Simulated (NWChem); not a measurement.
## How basis sets differ on C3H6O (acetone)

The species is C3H6O (10 atoms), meant as a singlet with charge 0. As SMILES, `CC(C)=O`. The coordinates come from a PBE0-D4/def2-TZVP relaxation.

Quantity: the dipole moment, in D. The values are calculated.

**The experiment to reproduce.** NIST CCCBDB gives the dipole moment of the gas as 2.88 D.

```
                               level           kind  program  value (D)  computed − measured  CPU time
                           PBE0/MINI  global hybrid   NWChem       2.21                -0.67     5.4 s
                        PBE0/LANL2DZ  global hybrid   NWChem       3.28                +0.40      12 s
   PBE0/6-31G* (spherical functions)  global hybrid   NWChem       2.83                -0.05      29 s
  PBE0/6-31+G* (spherical functions)  global hybrid   NWChem       3.15                +0.27      43 s
                        PBE0/cc-pVDZ  global hybrid   NWChem       2.76                -0.12      40 s
                       PBE0/def2-SVP  global hybrid   NWChem       2.87                -0.01      28 s
                        PBE0/pcseg-1  global hybrid   NWChem       3.05                +0.17      30 s
PBE0/6-31++G** (spherical functions)  global hybrid   NWChem       3.14                +0.26      77 s
```

Nearest: PBE0/def2-SVP (-0.01 D); farthest: PBE0/MINI (-0.67 D). The measured dipole is a vibrational average, so differences of a few hundredths of a debye mean little. Without the sets that lack polarisation functions the rows with a basis span only 2.76 to 3.15 D. Times are those of the runs behind each value, whatever else they computed, on shared processors of several kinds: orders of magnitude only.
